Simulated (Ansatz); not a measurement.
## PbS: equation of state with r2SCAN

Crystal: PbS.

```xyz
2
Lattice="3.6537 0.0000 0.0000 0.0000 3.6537 0.0000 0.0000 0.0000 3.6537" Properties=species:S:1:pos:R:3 pbc="T T T"
Pb    0.0000    0.0000    0.0000
S     1.8268    1.8268    1.8268
```

Measurements of this composition are mostly on another form, of space group No. 225.

```json
{
 "Program": "Ansatz 0.2.0",
 "Task": "equation of state",
 "Functional": "r2SCAN",
 "Potentials or basis": "Ansatz PAW",
 "Cutoff": "500 eV",
 "Density cutoff": "2000 eV",
 "k mesh": "7 × 7 × 7",
 "Occupations": "fermi-dirac, width 0.05 eV",
 "Spin": "no spin polarisation"
}
```

| Quantity | Value |
| --- | --- |
| Equilibrium volume | 24.09 Å³/atom |
| Bulk modulus | 61 GPa |
| Pressure derivative of the bulk modulus | 3.5 |

Energy against volume, from the lowest point:
```tsv
volume (Å³/atom)	energy (meV/atom)
22.924	11.30
23.411	3.53
23.899	0.00
24.387	0.42
24.874	4.44
25.362	11.72
25.850	21.95
```

All runs of the series together: 15 s on 2 threads of Intel(R) Xeon(R) Processor @ 2.70GHz (shared host).

Caveat: the PAW data sets were made with another functional, which shifts forces and pressure a little. Spin-orbit coupling is left out, which matters for the levels of Pb.
